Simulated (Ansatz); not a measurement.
Steps from a short run of molecular dynamics on a 2×2×2 supercell (16 atoms) of HgSe (F-43m), relaxed with r2SCAN; forces from r2SCAN in the plane-wave code Ansatz, 2×2×2 mesh, Fermi-Dirac smearing of 0.020 eV, a Langevin thermostat at fixed volume, set at 200 K. Spin polarisation is off, nuclei are classical, and the run is far too short for thermal averages.

Cell vectors in Å:
```
0.0000 6.1853 6.1853
6.1853 0.0000 6.1853
6.1853 6.1853 0.0000
```

**Question.** At 2 fs the positions in Å are
```
Hg   0.000  -0.002  -0.001
Se   1.552   1.548   1.544
Hg   3.090   3.093  -0.001
Se   4.636   4.640   1.546
Hg   3.091  -0.001   3.094
Se   4.640   1.546   4.639
Hg   6.187   3.095   3.092
Se   7.729   4.636   4.635
Hg   0.000   3.094   3.095
Se   1.547   4.636   4.638
Hg   3.094   6.186   3.092
Se   4.634   7.736   4.638
Hg   3.092   3.093   6.188
Se   4.638   4.641   7.734
Hg   6.188   6.183   6.182
Se   7.736   7.731   7.738
```
What are the forces, and how far does the free energy (smearing included) lie above that of step 0, with the atoms on their sites?

**Answer.** 0.1 meV an atom; forces in eV/Å:
```
Hg   0.005   0.007   0.004
Se  -0.043  -0.012   0.015
Hg   0.006   0.010   0.003
Se   0.019  -0.008  -0.002
Hg   0.009   0.014   0.000
Se  -0.006   0.004   0.003
Hg  -0.025  -0.015  -0.014
Se   0.010   0.023   0.021
Hg   0.000  -0.014  -0.020
Se   0.010   0.018   0.013
Hg   0.003  -0.009   0.016
Se   0.034  -0.029   0.009
Hg   0.010  -0.006   0.000
Se   0.014  -0.002  -0.019
Hg  -0.010   0.022   0.013
Se  -0.037  -0.003  -0.042
```

**Question.** At 4 fs the positions in Å are
```
Hg   0.000  -0.004  -0.001
Se   1.557   1.548   1.542
Hg   3.086   3.092  -0.001
Se   4.632   4.642   1.544
Hg   3.090  -0.003   3.096
Se   4.641   1.546   4.639
Hg   6.189   3.097   3.091
Se   7.727   4.633   4.631
Hg   0.001   3.095   3.098
Se   1.547   4.632   4.637
Hg   3.095   6.186   3.091
Se   4.630   7.741   4.639
Hg   3.092   3.094   6.190
Se   4.638   4.642   7.738
Hg   6.190   6.181   6.178
Se   7.741   7.730   7.744
```
What are the forces, and how far does the free energy (smearing included) lie above that of step 0, with the atoms on their sites?

**Answer.** 0.2 meV an atom; forces in eV/Å:
```
Hg   0.011   0.015   0.005
Se  -0.085  -0.023   0.036
Hg   0.012   0.023   0.006
Se   0.039  -0.023   0.001
Hg   0.017   0.028   0.001
Se  -0.011   0.010   0.002
Hg  -0.054  -0.030  -0.030
Se   0.017   0.050   0.044
Hg  -0.001  -0.028  -0.040
Se   0.025   0.035   0.025
Hg   0.007  -0.018   0.036
Se   0.067  -0.060   0.013
Hg   0.019  -0.009   0.000
Se   0.030  -0.004  -0.042
Hg  -0.019   0.039   0.026
Se  -0.075  -0.004  -0.084
```

**Question.** At 6 fs the positions in Å are
```
Hg   0.000  -0.007  -0.002
Se   1.561   1.549   1.540
Hg   3.083   3.091  -0.002
Se   4.628   4.643   1.543
Hg   3.088  -0.004   3.098
Se   4.642   1.545   4.640
Hg   6.190   3.099   3.091
Se   7.726   4.630   4.627
Hg   0.002   3.095   3.100
Se   1.547   4.629   4.637
Hg   3.096   6.186   3.091
Se   4.626   7.746   4.640
Hg   3.091   3.094   6.193
Se   4.637   4.644   7.741
Hg   6.193   6.179   6.174
Se   7.745   7.730   7.749
```
What are the forces, and how far does the free energy (smearing included) lie above that of step 0, with the atoms on their sites?

**Answer.** 0.5 meV an atom; forces in eV/Å:
```
Hg   0.017   0.022   0.009
Se  -0.122  -0.033   0.054
Hg   0.019   0.034   0.012
Se   0.060  -0.040   0.007
Hg   0.025   0.040   0.000
Se  -0.019   0.020   0.001
Hg  -0.081  -0.043  -0.047
Se   0.022   0.074   0.063
Hg  -0.003  -0.039  -0.057
Se   0.038   0.048   0.033
Hg   0.010  -0.024   0.055
Se   0.098  -0.090   0.014
Hg   0.030  -0.013  -0.001
Se   0.045  -0.006  -0.062
Hg  -0.030   0.055   0.040
Se  -0.109  -0.005  -0.121
```

**Question.** At 8 fs the positions in Å are
```
Hg  -0.001  -0.009  -0.003
Se   1.566   1.549   1.539
Hg   3.080   3.090  -0.003
Se   4.624   4.645   1.542
Hg   3.087  -0.005   3.100
Se   4.643   1.545   4.641
Hg   6.192   3.101   3.090
Se   7.725   4.628   4.624
Hg   0.003   3.095   3.102
Se   1.547   4.626   4.637
Hg   3.097   6.185   3.090
Se   4.623   7.750   4.640
Hg   3.091   3.094   6.195
Se   4.637   4.645   7.745
Hg   6.196   6.177   6.170
Se   7.749   7.729   7.755
```
What are the forces, and how far does the free energy (smearing included) lie above that of step 0, with the atoms on their sites?

**Answer.** 0.8 meV an atom; forces in eV/Å:
```
Hg   0.023   0.028   0.014
Se  -0.159  -0.044   0.066
Hg   0.027   0.044   0.016
Se   0.083  -0.057   0.012
Hg   0.037   0.052   0.000
Se  -0.025   0.029  -0.003
Hg  -0.109  -0.056  -0.063
Se   0.026   0.096   0.082
Hg  -0.006  -0.049  -0.072
Se   0.051   0.062   0.043
Hg   0.016  -0.029   0.077
Se   0.124  -0.123   0.015
Hg   0.038  -0.017   0.002
Se   0.059  -0.006  -0.084
Hg  -0.043   0.070   0.055
Se  -0.141  -0.002  -0.159
```

**Question.** At 10 fs the positions in Å are
```
Hg  -0.001  -0.011  -0.003
Se   1.570   1.550   1.540
Hg   3.076   3.088  -0.004
Se   4.620   4.647   1.540
Hg   3.086  -0.005   3.102
Se   4.644   1.544   4.643
Hg   6.195   3.102   3.090
Se   7.724   4.625   4.621
Hg   0.004   3.095   3.104
Se   1.547   4.623   4.638
Hg   3.098   6.184   3.089
Se   4.620   7.754   4.641
Hg   3.090   3.094   6.197
Se   4.636   4.645   7.749
Hg   6.200   6.175   6.167
Se   7.752   7.728   7.762
```
What are the forces, and how far does the free energy (smearing included) lie above that of step 0, with the atoms on their sites?

**Answer.** 1.2 meV an atom; forces in eV/Å:
```
Hg   0.032   0.033   0.017
Se  -0.195  -0.055   0.072
Hg   0.036   0.054   0.022
Se   0.104  -0.078   0.017
Hg   0.050   0.061   0.001
Se  -0.029   0.040  -0.009
Hg  -0.140  -0.069  -0.078
Se   0.030   0.118   0.102
Hg  -0.011  -0.056  -0.085
Se   0.063   0.079   0.053
Hg   0.020  -0.033   0.100
Se   0.149  -0.153   0.016
Hg   0.045  -0.020   0.005
Se   0.075  -0.005  -0.107
Hg  -0.058   0.084   0.071
Se  -0.172   0.000  -0.198
```
